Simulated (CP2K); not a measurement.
Runs of CP2K 2026.2 on MgO. The structure is cubic, space group Fm-3m (No. 225). Conventional cell: a = 4.194 Å, b = 4.194 Å, c = 4.194 Å, α = 90.00°, β = 90.00°, γ = 90.00°. Mg (site symmetry m-3m) is surrounded by 6 O at 2.10 Å. O (site symmetry m-3m) has 6 Mg at 2.10 Å as nearest neighbours. The cell is a database's computed one.

| task | level | potentials or basis | smearing | EPS_DEFAULT | NGRIDS | points a segment of the path (NPOINTS) | bands added on the path | gap on the mesh (eV) | pressure (GPa) |
| --- | --- | --- | --- | --- | --- | --- | --- | --- | --- |
| band structure | r2SCAN | POTENTIAL_UZH Mg GTH-SCAN-q10, O GTH-SCAN-q6; TZVP-MOLOPT-SCAN-GTH basis | fermi-dirac 0.05 eV | 1.0E-9 | 5 | 10 | 6 | 5.75 | 4.7 |
| band structure | LDA | GTH_POTENTIALS Mg GTH-PADE-q10, O GTH-PADE-q6; TZVP-MOLOPT-PBE-GTH basis | fermi-dirac 0.05 eV | 1.0E-10 | 5 | 6 | 6 | 4.73 | (a) |
| band structure | PBEsol | POTENTIAL_UZH Mg GTH-PBE-q10, O GTH-PBE-q6; TZVP-MOLOPT-PBE-GTH basis | fermi-dirac 0.01 eV | 1.0E-9 | 5 | 8 | 6 | 4.68 | (c) |
| band structure | PBE | POTENTIAL_UZH Mg GTH-PBE-q10, O GTH-PBE-q6; TZVP-MOLOPT-PBE-GTH basis | fermi-dirac 0.05 eV | 1.0E-9 | 5 | 8 | 4 | 4.82 | (b) |
| band structure | TB-mBJ | POTENTIAL_UZH Mg GTH-PBE-q10, O GTH-PBE-q6; TZVP-MOLOPT-PBE-GTH basis | fermi-dirac 0.05 eV | 1.0E-10 | 5 | 8 | 6 | 5.42 | - |

Alike in all rows: no spin polarisation; cell as given; k mesh 11 × 11 × 11.

**Question.** Fill in the values left out.

**Answer.** (a) 0.3; (b) 10.9; (c) 7.0.

Caveats: the basis of atomic orbitals isn't converged, which shifts pressures, moduli and gaps; the potentials were made for another functional, which shifts forces and pressure (some runs); this is a model potential without an energy functional, so only levels have meaning (some runs).

